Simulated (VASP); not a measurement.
# BN (P6_3mc) in VASP: further runs

One crystal, BN, is run at these levels: r2SCAN; tasks: single point, relaxation of cell and atoms.

Everything below comes from runs of VASP 6.6.1. Logs are shortened: lines on timing, memory, paths and dates and some standing lists are left out, and cuts for length are marked.

### Step 1. The structure

Symmetry: P6_3mc, No. 186, hexagonal system. The conventional cell has a = 2.543 Å, b = 2.543 Å, c = 4.207 Å, α = 90.00°, β = 90.00°, γ = 120.00°. Around B (site symmetry 3m) lie 4 N at 1.56 to 1.58 Å. N (site symmetry 3m) has 4 B at 1.56 to 1.58 Å as nearest neighbours.

Measurements of this composition are mostly on another form, of space group No. 194.

### Step 2. Single point, r2SCAN

The input, POSCAR:

```
BN
1.0
    2.5433198127      0.0000000000      0.0000000000
   -1.2716599064      2.2025795678      0.0000000000
    0.0000000000      0.0000000000      4.2068438082
B N
2 2
Direct
    0.6666666667      0.3333333333      0.9998029893
    0.3333333333      0.6666666667      0.4998029893
    0.6666666667      0.3333333333      0.6251970107
    0.3333333333      0.6666666667      0.1251970107
```

The input, INCAR.step1:

```
  ALGO = Normal
  EDIFF = 1E-4
  ENCUT = 520
  GGA = PE
  ISMEAR = 0
  LASPH = True
  LCHARG = False
  LREAL = False
  LWAVE = True
  NBANDS = 16
  NELM = 100
  PREC = Accurate
  SIGMA = 0.02
```

The input, INCAR.step2:

```
  ALGO = Normal
  EDIFF = 1E-6
  ENCUT = 520
  ISIF = 2
  ISMEAR = 0
  ISTART = 1
  LASPH = True
  LCHARG = False
  LMIXTAU = True
  LREAL = False
  LWAVE = False
  METAGGA = R2SCAN
  NBANDS = 16
  NELM = 100
  PREC = Accurate
  SIGMA = 0.02
```

The input, KPOINTS:

```
k-points
0
Gamma
  12 12 6
```

Potentials or basis: VASP PAW PBE potentials, release 64 (B, N).

Launch:

```bash
$ cat potpaw_PBE.64/B/POTCAR potpaw_PBE.64/N/POTCAR > POTCAR
$ cp INCAR.step1 INCAR
$ mpirun -np 1 vasp_std > vasp.out
$ cp INCAR.step2 INCAR
$ mpirun -np 1 vasp_std > vasp.out
```

OUTCAR:

```text
EDIFF = 1E-6
   ENCUT = 520
   ISIF = 2
   ISMEAR = 0
   ISTART = 1
   LASPH = True
   LREAL = False
   METAGGA = R2SCAN
   NELM = 100
   PREC = Accurate

 ion  position               nearest neighbor table
   1  0.667  0.333  1.000-   4 1.56   4 1.56   4 1.56   3 1.58
   2  0.333  0.667  0.500-   3 1.56   3 1.56   3 1.56   4 1.58
   3  0.667  0.333  0.625-   2 1.56   2 1.56   2 1.56   1 1.58
   4  0.333  0.667  0.125-   1 1.56   1 1.56   1 1.56   2 1.58

  LATTYP: Found a hexagonal cell.
 ALAT       =     2.5433198127
 C/A-ratio  =     1.6540758214

  Lattice vectors:

 A1 = (   2.5433198127,   0.0000000000,   0.0000000000)
 A2 = (  -1.2716599064,   2.2025795678,   0.0000000000)
 A3 = (   0.0000000000,   0.0000000000,   4.2068438082)

Analysis of symmetry for initial positions (statically):
=====================================================================
 Subroutine PRICEL returns:
 Original cell was already a primitive cell.

 Routine SETGRP: Setting up the symmetry group for a
 hexagonal supercell.

 Subroutine GETGRP returns: Found 12 space group operations
 (whereof  6 operations were pure point group operations)
 out of a pool of 24 trial point group operations.

The static configuration has the point symmetry C_3v.
 The point group associated with its full space group is C_6v.

Analysis of symmetry for dynamics (positions and initial velocities):
=====================================================================
 Subroutine PRICEL returns:
 Original cell was already a primitive cell.

 Routine SETGRP: Setting up the symmetry group for a
 hexagonal supercell.

 Subroutine GETGRP returns: Found 12 space group operations
 (whereof  6 operations were pure point group operations)
 out of a pool of 24 trial point group operations.

The dynamic configuration has the point symmetry C_3v.
 The point group associated with its full space group is C_6v.

 Subroutine INISYM returns: Found 12 space group operations
 (whereof  6 operations are pure point group operations),
 and found     1 'primitive' translations

----------------------------------------------------------------------------------------

                                     Primitive cell

  volume of cell :      23.5662

  direct lattice vectors                    reciprocal lattice vectors
     2.543319813  0.000000000  0.000000000     0.393186887  0.227006555  0.000000000
    -1.271659906  2.202579568  0.000000000     0.000000000  0.454013110  0.000000000
     0.000000000  0.000000000  4.206843808     0.000000000  0.000000000  0.237707898

  length of vectors
     2.543319813  2.543319813  4.206843808     0.454013110  0.454013110  0.237707898

  position of ions in fractional coordinates (direct lattice)
     0.666666667  0.333333333  0.999802989
     0.333333333  0.666666667  0.499802989
     0.666666667  0.333333333  0.625197011
     0.333333333  0.666666667  0.125197011

  ion indices of the primitive-cell ions
   primitive index   ion index
                 1           1
                 2           2
                 3           3
                 4           4

----------------------------------------------------------------------------------------

 KPOINTS: k-points

Automatic generation of k-mesh.
 Grid dimensions read from file:
 generate k-points for:   12   12    6

 Generating k-lattice:

  Cartesian coordinates                     Fractional coordinates (reciprocal lattice)
     0.032765574  0.018917213  0.000000000     0.083333333  0.000000000  0.000000000
     0.000000000  0.037834426  0.000000000     0.000000000  0.083333333  0.000000000
     0.000000000  0.000000000  0.039617983     0.000000000  0.000000000  0.166666667

  Length of vectors
     0.037834426  0.037834426  0.039617983

  Shift w.r.t. Gamma in fractional coordinates (k-lattice)
     0.000000000  0.000000000  0.000000000

 Subroutine IBZKPT returns following result:
 ===========================================

 Found     76 irreducible k-points:

 Following reciprocal coordinates:
            Coordinates               Weight
  0.000000  0.000000  0.000000      1.000000
  0.083333  0.000000  0.000000      6.000000
  0.166667 -0.000000  0.000000      6.000000
  0.250000  0.000000  0.000000      6.000000
  0.333333  0.000000  0.000000      6.000000
  0.416667  0.000000  0.000000      6.000000
[... 16 lines left out ...]
  0.250000  0.000000  0.166667     12.000000
  0.333333  0.000000  0.166667     12.000000
 [... further k-points ...]
   k-points           NKPTS =     76   k-points in BZ     NKDIM =     76   number of bands    NBANDS=     16
   number of dos      NEDOS =    301   number of ions     NIONS =      4
   total plane-waves  NPLWV =  12800
   dimension x,y,z NGX =    20 NGY =   20 NGZ =   32
   dimension x,y,z NGXF=    40 NGYF=   40 NGZF=   64
   ions per type =               2   2
   NGX,Y,Z   is equivalent  to a cutoff of  13.07, 13.07, 12.65 a.u.
   NGXF,Y,Z  is equivalent  to a cutoff of  26.15, 26.15, 25.29 a.u.
 SYSTEM =  unknown system
   PREC   = accura    normal or accurate (medium, high low for compatibility)
   ISTART =      1    job   : 0-new  1-cont  2-samecut
   ICHARG =      0    charge: 1-file 2-atom 10-const
   ISPIN  =      1    spin polarized calculation?
   LNONCOLLINEAR =      F non collinear calculations
   LSORBIT =      F    spin-orbit coupling
   LASPH  =      T    aspherical Exc in radial PAW
   ENCUT  =  520.0 eV  38.22 Ry    6.18 a.u.   4.73  4.73  7.82*2*pi/ulx,y,z
   NELM   =    100;   NELMIN=  2; NELMDL=  0     # of ELM steps
   EDIFF  = 0.1E-05   stopping-criterion for ELM
   LREAL  =      F    real-space projection
   EDIFFG = 0.1E-04   stopping-criterion for IOM
   NSW    =      0    number of steps for IOM
   IBRION =     -1    ionic relax: 0-MD 1-quasi-New 2-CG
   NFREE  =      0    steps in history (QN), initial steepest desc. (CG)
   ISIF   =      2    stress and relaxation
   ISYM   =      2    0-nonsym 1-usesym 2-fastsym
   POTIM  = 0.5000    time-step for ionic-motion
   TEBEG  =    0.0;   TEEND  =   0.0 temperature during run
   PSTRESS=    0.0 pullay stress
   NELECT =      16.0000    total number of electrons
   NUPDOWN=      -1.0000    fix difference up-down
   EMIN   =  10.00;   EMAX   =-10.00  energy-range for DOS
   EFERMI =   0.00;   METHOD = LEGACY
   ISMEAR =     0;   SIGMA  =   0.02  broadening in eV -4-tet -1-fermi 0-gaus
   EFERMI_NEDOS =   21; number of points for ismear=-14 and -15
   IALGO  =     38    algorithm
   IMIX   =      4    mixing-type and parameters
     AMIX     =   0.40;   BMIX     =  1.00
     AMIX_MAG =   1.60;   BMIX_MAG =  1.00
  volume/ion in A,a.u.               =       5.89        39.76
  Fermi-wavevector in a.u.,A,eV,Ry     =   1.438860  2.719051 28.168383  2.070318
  Thomas-Fermi vector in A             =   2.557780
   LORBIT       =      0    0 simple, 1 ext, 2 COOP (PROOUT), +10 PAW based schemes
   METAGGA = R2SCAN    functional components
   LHFCALC =     F    Hartree Fock is set to
   AEXX    =    0.0000 exact exchange contribution
   IVDW    =     0    specifies the selected vdW correction
   LEPSILON=     F    determine dielectric tensor
   LRPA    =     F    only Hartree local field effects (RPA)
 non-spin polarized calculation
 Gauss-broadening in eV      SIGMA  =   0.02
  energy-cutoff  :      520.00
  volume of cell :       23.57
 maximum number of plane-waves:       652
 NGX is ok and might be reduce to    20
   NGX =  9   NGY =  9   NGZ = 15

 number of electron      16.0000000 magnetization

 Free energy of the ion-electron system (eV)
  ---------------------------------------------------
  ext. energy  EPLUGINS =         0.00000000
  ---------------------------------------------------
  free energy    TOTEN  =       -38.26601872 eV

  energy without entropy =      -38.26601872  energy(sigma->0) =      -38.26601872

 E-fermi :   7.6364     XC(G=0): -13.6492

 val. band max:        7.4356507094   @ k =   0.0000   0.0000   0.0000
 cond. band min:      13.1537782170   @ k =   0.3333   0.3333   0.0000
 fundamental gap:      5.7181275075
 Fermi energy:         7.6363797265

 k-point     1 :       0.0000    0.0000    0.0000
  band No.  band energies     occupation
      1     -14.0653      2.00000
      2      -9.8213      2.00000
      3      -3.9024      2.00000
      4       5.2245      2.00000
      5       5.2245      2.00000
      6       7.1656      2.00000
[... 8 lines left out ...]
     15      20.2093      0.00000
     16      24.8932      0.00000

 k-point     2 :       0.0833    0.0000    0.0000
  band No.  band energies     occupation
      1     -13.9084      2.00000
      2      -9.7016      2.00000
      3      -3.7467      2.00000
      4       4.4989      2.00000
      5       4.9299      2.00000
      6       6.8303      2.00000
[... 8 lines left out ...]
     15      20.6827      0.00000
     16      24.6170      0.00000

 k-point     3 :       0.1667   -0.0000    0.0000
  band No.  band energies     occupation
      1     -13.4432      2.00000
      2      -9.3594      2.00000
      3      -3.2856      2.00000
      4       2.7579      2.00000
      5       4.2379      2.00000
      6       5.3409      2.00000
[... 8 lines left out ...]
     15      21.9184      0.00000
     16      23.8132      0.00000

 k-point     4 :       0.2500    0.0000    0.0000
  band No.  band energies     occupation
      1     -12.6890      2.00000
      2      -8.8611      2.00000
      3      -2.5415      2.00000
      4       0.7023      2.00000
      5       3.4625      2.00000
      6       3.4807      2.00000
[... 8 lines left out ...]
     15      23.5253      0.00000
     16      23.9613      0.00000
[... 324 lines left out ...]
 k-point    22 :       0.1667   -0.0000    0.1667
  band No.  band energies     occupation
      1     -13.2741      2.00000
      2      -9.8830      2.00000
      3      -2.4856      2.00000
      4       2.9104      2.00000
      5       4.3755      2.00000
      6       4.8804      2.00000
[... 8 lines left out ...]
     15      21.5805      0.00000
     16      23.8371      0.00000

 k-point    23 :       0.2500    0.0000    0.1667
  band No.  band energies     occupation
      1     -12.5253      2.00000
      2      -9.3257      2.00000
      3      -1.8956      2.00000
      4       0.9351      2.00000
      5       3.0297      2.00000
      6       3.6077      2.00000
[... 8 lines left out ...]
     15      23.1628      0.00000
     16      24.0589      0.00000

 k-point    24 :       0.3333    0.0000    0.1667
  band No.  band energies     occupation
      1     -11.5392      2.00000
      2      -8.7323      2.00000
      3      -1.7527      2.00000
      4      -0.2350      2.00000
      5       1.1682      2.00000
      6       2.9594      2.00000
[... 8 lines left out ...]
     15      24.6717      0.00000
     16      24.9479      0.00000

 [... further k-points ...]

------------------------ aborting loop because EDIFF is reached ----------------------------------------

  FORCE on cell =-STRESS in cart. coord.  units (eV):
  Direction    XX          YY          ZZ          XY          YZ          ZX
  --------------------------------------------------------------------------------------
  -------------------------------------------------------------------------------------
  Total        0.2084601      0.2084601      0.2022940     -0.0000000      0.0000000      0.0000000
  in kB       14.1724379     14.1724379     13.7532262     -0.0000000      0.0000000      0.0000000
  external PRESSURE =      14.0327006 kB  Pullay stress =       0.0000000 kB

 VOLUME and BASIS-vectors are now :
 -----------------------------------------------------------------------------
  energy-cutoff  :      520.00
  volume of cell :       23.57
      direct lattice vectors                 reciprocal lattice vectors
     2.543319813  0.000000000  0.000000000     0.393186887  0.227006555  0.000000000
    -1.271659906  2.202579568  0.000000000     0.000000000  0.454013110  0.000000000
     0.000000000  0.000000000  4.206843808     0.000000000  0.000000000  0.237707898

 POSITION                                       TOTAL-FORCE (eV/Angst)
 -----------------------------------------------------------------------------------
      1.27166      0.73419      4.20602         0.000000     -0.000000     -0.004350
     -0.00000      1.46839      2.10259         0.000000     -0.000000     -0.004350
      1.27166      0.73419      2.63011        -0.000000     -0.000000      0.004350
     -0.00000      1.46839      0.52668        -0.000000      0.000000      0.004350
 -----------------------------------------------------------------------------------
    total drift:                                0.000000      0.000000      0.002255

  FREE ENERGIE OF THE ION-ELECTRON SYSTEM (eV)
  ---------------------------------------------------
  free  energy   TOTEN  =       -38.2660187201 eV

  energy  without entropy=      -38.2660187201  energy(sigma->0) =      -38.26601872
```

Run time: 62 s. Hardware: 1 thread of Intel Xeon Platinum 8488C (Sapphire Rapids), shared host; peak memory 0.15 GiB.

Results:

```
Free energy            : -38.2660 eV
Pressure               : 1.4 GPa
Largest force          : 0.004 eV/Å
Band gap on the k mesh : 5.72 eV, indirect (least direct gap 8.99 eV)
```

Forces in eV/Å, atoms in the order of the input:
```
B    0.000  0.000 -0.004
B    0.000  0.000 -0.004
N    0.000  0.000  0.004
N    0.000  0.000  0.004
```

Caveat: the PAW data sets were made with another functional, which shifts forces and pressure a little. r2SCAN opens gaps a little over a GGA but as a rule still falls short of measured ones.

### Step 3. Relaxation of cell and atoms, r2SCAN

This run uses another cell than the first one, of 5.97 Å³/atom, 1.013 times its volume.

The input, POSCAR:

```
BN
1.0
    2.5539396000      0.0000000000      0.0000000000
   -1.2769698000      2.2117765700      0.0000000000
    0.0000000000      0.0000000000      4.2268550000
B N
2 2
Direct
    0.6666666700      0.3333333300      0.9997240000
    0.3333333300      0.6666666700      0.4997240000
    0.6666666700      0.3333333300      0.6252760000
    0.3333333300      0.6666666700      0.1252760000
```

The input, INCAR.step1:

```
SYSTEM = BN
ALGO = Normal ; EDIFF = 1E-4
ENCUT = 600 ; GGA = PE
ISMEAR = 0 ; LASPH = .TRUE.
LCHARG = .FALSE. ; LREAL = .FALSE.
LWAVE = .TRUE. ; NELM = 100
PREC = Accurate ; SIGMA = 0.02
```

The input, INCAR.step2:

```
SYSTEM = BN
ALGO = Normal ; EDIFF = 1E-7
EDIFFG = -0.002 ; ENCUT = 600
IBRION = 2 ; ISIF = 3
ISMEAR = 0 ; ISTART = 1
LASPH = .TRUE. ; LCHARG = .FALSE.
LMIXTAU = .TRUE. ; LREAL = .FALSE.
LWAVE = .FALSE. ; METAGGA = R2SCAN
NELM = 100 ; NSW = 100
PREC = Accurate ; SIGMA = 0.02
```

The input, KPOINTS:

```
k-points
0
G
  12 12 6
  0 0 0
```

Potentials or basis: VASP PAW PBE potentials, release 64 (B, N).

Launch:

```bash
$ cat potpaw_PBE.64/B/POTCAR potpaw_PBE.64/N/POTCAR > POTCAR
$ cp INCAR.step1 INCAR
$ mpirun -np 1 vasp_std > vasp.out
$ cp INCAR.step2 INCAR
$ mpirun -np 1 vasp_std > vasp.out
```

It took 5.1 min on 1 thread of Intel Xeon Platinum 8488C (Sapphire Rapids), shared host; peak memory 0.15 GiB.

It converged, with:

- Free energy: -38.2728 eV
- Relaxed volume: 5.91 Å³/atom
- Relaxed cell: a = 2.547 Å, b = 2.547 Å, c = 4.212 Å, α = 90.00°, β = 90.00°, γ = 120.00°
- Space group after relaxing (to 0.05 Å): P6_3mc (No. 186)
- Energy gained by relaxing: 0.6 meV/atom
- Ionic steps: 8
- Pressure after relaxing: 0.0 GPa
- Band gap on the k mesh: 5.72 eV, indirect (least direct gap 8.97 eV)

The path:
| step | energy change (eV) | largest force (eV/Å) | pressure (GPa) | volume (Å³) |
| --- | --- | --- | --- | --- |
| 1 | 0.0000 | 0.0214 | -3.60 | 23.88 |
| 2 | 0.0005 | 0.0423 | 4.05 | 23.42 |
| 3 | -0.0026 | 0.0087 | -0.01 | 23.65 |
| 4 | -0.0026 | 0.0081 | -0.08 | 23.66 |
| 5 | -0.0026 | 0.0089 | -0.06 | 23.66 |
| 6 | -0.0026 | 0.0007 | -0.07 | 23.66 |
| 7 | -0.0026 | 0.0005 | 0.05 | 23.65 |
| 8 | -0.0026 | 0.0000 | 0.00 | 23.65 |

Final structure:
```yaml
crystal:
  lattice:
    - [2.54652, 0.00000, 0.00000]
    - [-1.27326, 2.20535, 0.00000]
    - [0.00000, 0.00000, 4.21196]
  atoms:
    - { symbol: B, position: [0.66667, 0.33333, 0.99980] }
    - { symbol: B, position: [0.33333, 0.66667, 0.49980] }
    - { symbol: N, position: [0.66667, 0.33333, 0.62520] }
    - { symbol: N, position: [0.33333, 0.66667, 0.12520] }
```

Levels at points of the mesh, in eV from the valence-band top:
```
           k point  band 4  band 5  band 6  band 7  band 8  band 9  band 10  band 11  band 12
(0.00, 0.00, 0.00)   -2.20   -2.20   -0.27    0.00    0.00    9.06     9.06     9.29    10.18
(0.50, 0.00, 0.00)   -8.14   -7.19   -5.18   -4.52   -2.19    7.29     8.59    11.36    12.20
(0.00, 0.00, 0.50)   -5.95   -1.22   -1.22   -1.22   -1.22   10.22    10.22    10.67    10.67
(0.50, 0.00, 0.50)  -10.40   -3.91   -3.91   -3.72   -3.72    7.19     7.19    10.70    10.70
```

Caveat: the PAW data sets were made with another functional, which shifts forces and pressure a little.

### Step 4. Single point, r2SCAN

This run uses another cell than the first one, of 5.97 Å³/atom, 1.013 times its volume.

POSCAR is that of step 3.

The input, INCAR.step1:

```
SYSTEM = BN
PREC = Accurate ; ENCUT = 520
ISMEAR = 0 ; SIGMA = 0.1
LREAL = .FALSE. ; LASPH = .TRUE.
NELM = 100 ; NBANDS = 16
GGA = PE ; ALGO = Normal
EDIFF = 1E-4 ; LWAVE = .TRUE.
LCHARG = .FALSE.
```

The input, INCAR.step2:

```
SYSTEM = BN
PREC = Accurate ; ENCUT = 520
EDIFF = 1E-7 ; ISMEAR = 0
SIGMA = 0.1 ; LREAL = .FALSE.
LASPH = .TRUE. ; NELM = 100
ALGO = Normal ; ISIF = 2
LWAVE = .FALSE. ; LCHARG = .FALSE.
METAGGA = R2SCAN ; LMIXTAU = .TRUE.
NBANDS = 16 ; ISTART = 1
```

The input, KPOINTS:

```
Automatic mesh
0
G
  9 9 4
  0 0 0
```

Launch:

```bash
$ cat potpaw_PBE.64/B/POTCAR potpaw_PBE.64/N/POTCAR > POTCAR
$ cp INCAR.step1 INCAR
$ mpirun -np 1 vasp_std > vasp.out
$ cp INCAR.step2 INCAR
$ mpirun -np 1 vasp_std > vasp.out
```

Wall time 39 s (1 thread of Intel Xeon Platinum 8488C (Sapphire Rapids), shared host); peak memory 0.13 GiB.

The run converged. Its results:

* Free energy: -38.2645 eV
* Pressure: -3.7 GPa
* Largest force: 0.022 eV/Å
* Band gap on the k mesh: 5.72 eV, indirect (least direct gap 8.90 eV)

Forces on the atoms (eV/Å):
```
B    0.000  0.000  0.022
B    0.000  0.000  0.022
N    0.000  0.000 -0.022
N    0.000  0.000 -0.022
```

Stress tensor (GPa, compression positive):
```
-3.45  0.00  0.00
 0.00 -3.45  0.00
 0.00  0.00 -4.13
```

Levels at points of the mesh, in eV from the valence-band top:
```
           k point  band 4  band 5  band 6  band 7  band 8  band 9  band 10  band 11  band 12  band 13
(0.00, 0.00, 0.00)   -2.18   -2.18   -0.28    0.00    0.00    9.02     9.02     9.22    10.07    11.36
(0.00, 0.00, 0.50)   -5.92   -1.20   -1.20   -1.20   -1.20   10.13    10.13    10.62    10.62    10.62
```

Caveat: the PAW data sets were made with another functional, which shifts forces and pressure a little; an odd mesh through Γ misses points on the zone boundary, where band edges often lie.

### Step 5. Summary

| task | cell | k mesh | cutoff (eV) | smearing | gap on the mesh (eV) | pressure (GPa) |
| --- | --- | --- | --- | --- | --- | --- |
| single point | P6_3mc, 5.89 Å³/atom | 12 × 12 × 6 | 520 | gaussian 0.02 eV | 5.72 | 1.4 |
| relaxation of cell and atoms | relaxed | 12 × 12 × 6 | 600 | gaussian 0.02 eV | 5.72 | 0.0 |
| single point | P6_3mc, 5.97 Å³/atom | 9 × 9 × 4 | 520 | gaussian 0.1 eV | 5.72 | -3.7 |

Alike in all rows: level r2SCAN; potentials or basis VASP PAW PBE potentials, release 64 (B, N); no spin polarisation.

Caveats: the PAW data sets were made with another functional, which shifts forces and pressure a little; an odd mesh through Γ misses points on the zone boundary, where band edges often lie (some runs).

Absolute energies hang on the potentials; compare differences alone.
